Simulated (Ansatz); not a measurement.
**¹⁷O NMR of the central transition in SiO2**

Cell: a computed structure from the Materials Project (it need not be an observed phase).

Space group I4/mmm (No. 139); a = 13.0341, c = 5.2481 Å.

| site | Wyckoff | site symmetry | x | y | z |
| --- | --- | --- | --- | --- | --- |
| Si | 16l | m.. | 0.3813 | 0.2102 | 0.0000 |
| O9 | 16k | ..2 | 0.8571 | 0.6429 | 0.2500 |
| O17 | 8j | m2m. | 0.5000 | 0.2430 | 0.0000 |
| O21 | 8h | m.2m | 0.3133 | 0.3133 | 0.0000 |

One atom of each set is listed; the run and its k-mesh use a cell of 24 atoms with edges of 9.58, 9.58, 9.58 Å.

Method: Kohn–Sham DFT in Ansatz, r2SCAN, plane waves and PAW, scalar-relativistic, 500 eV cutoff, Γ-centred 5×5×5 k-points, Fermi–Dirac smearing 0.02 eV.

¹⁷O has I = 5/2 and Q = -25.58 mb (Pyykkö 2018); at 18.8 T its Larmor frequency is ν₀ = 108.6 MHz. Only the quadrupole interaction is simulated: positions count from each site's isotropic chemical shift, and J coupling is left out, as are shift anisotropy and dipolar coupling, which fast spinning averages.

(1) What does the ¹⁷O spectrum (fast magic-angle spinning) show for each site?

Results:

(1) 

```tsv
site	first shell	C_Q (MHz)	η	P_Q (MHz)	δ_QIS (ppm)	breadth (kHz)
O9	2 Si at 1.61 Å, angle 151°	-5.84	0.13	5.86	-17.5	4.21
O17	2 Si at 1.61 Å, angle 149°	-5.84	0.18	5.87	-17.5	4.28
O21	2 Si at 1.61 Å, angle 157°	-5.92	0.07	5.92	-17.8	4.24
```

δ_QIS = −(ν_Q²/30ν₀²)[I(I+1) − 3/4](1 + η²/3) × 10⁶ ppm with ν_Q = 3|C_Q|/[2I(2I−1)]; it falls as 1/B₀² in ppm, and the breadth as 1/B₀ in kHz.

At O9 and O17 V_zz runs parallel to the line that joins its two neighbours (within 1°) in each case. At O21 V_zz points along the line of its two bonds (within 1°).
